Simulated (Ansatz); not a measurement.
The system is Sr.

```
Sr
1.0
    -2.43500    2.43500    2.43500
     2.43500   -2.43500    2.43500
     2.43500    2.43500   -2.43500
Sr
1
Direct
  0.00000 0.00000 0.00000
```

This isn't the form of Sr at room conditions, which is fcc.

Program: Ansatz 0.2.0. Alike in all runs: cell as given. Hardware: 1 thread of Arm Neoverse V2 (shared host).

Order these runs on this cell by their wall time, lowest first.
A. task density of states; level PBE0; potentials or basis Ansatz PAW; spin off; k mesh 5 × 5 × 5; cutoff (eV) 420; smearing fermi-dirac 0.1 eV; mesh quality coarse
B. task optical spectrum; level PBEsol; potentials or basis PseudoDojo stringent (PBEsol files); spin SOC, no magnetisation; k mesh 8 × 8 × 8; cutoff (eV) 871; smearing fermi-dirac 0.1 eV; broadening 0.2 eV; mesh quality not flagged
C. task electron localisation function; level BPBE+D4; potentials or basis Ansatz PAW; spin SOC, no magnetisation; k mesh 8 × 8 × 8; cutoff (eV) 420; smearing methfessel-paxton 0.01 eV; other keys hamiltonian.dispersion = d4; mesh quality not flagged

C (4.8 s), A (11 s), B (100 s).

Caveats: some runs use coarse meshes; the cell was measured hot, at 901 K; spectra need much finer meshes, so this one isn't converged (some runs); independent-particle spectra lack excitons (some runs); the intraband (Drude) part of a metal's response may be missing (some runs); the dispersion damping was fitted for another functional or another form of the correction (some runs).
